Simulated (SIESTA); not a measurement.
## Fe in SIESTA: the effect of basis

Crystal: Fe.

```
Fe
1.0
    -1.44300    1.44300    1.44300
     1.44300   -1.44300    1.44300
     1.44300    1.44300   -1.44300
Fe
1
Direct
  0.00000 0.00000 0.00000
```

Alike in all runs:

- Program: SIESTA 5.4.2
- Task: band structure
- Functional: PBE
- Potentials or basis: PseudoDojo 0.4 standard (PBE files)
- Grid cutoff: 800 Ry
- Energy shift: 0.003 Ry
- k mesh: 9 × 9 × 9
- Occupations: fermi-dirac, width 0.05 eV
- Spin: collinear spin, ferromagnetic start
- Starting moments: [3.0] μB

Problem. One run gave: pressure 9.4 GPa; moment 2.58 μB. Which basis did it use?
A. TZP
B. SZ
C. DZ
D. DZP
E. SZP

Solution. B.

| basis | pressure (GPa) | moment (μB) |
| --- | --- | --- |
| SZ | 9.4 | 2.58 |
| SZP | -4.5 | 2.31 |
| DZ | -18.4 | 2.46 |
| DZP | -5.3 | 2.51 |
| DZDP | -4.1 | 2.51 |
| TZP | -5.3 | 2.51 |
| TZDP | -3.9 | 2.51 |

Caveats: short orbitals over semicore shells can move pressures by several GPa; the basis of atomic orbitals isn't converged, which shifts pressures, moduli and gaps; the basis has no polarisation orbitals (some runs).
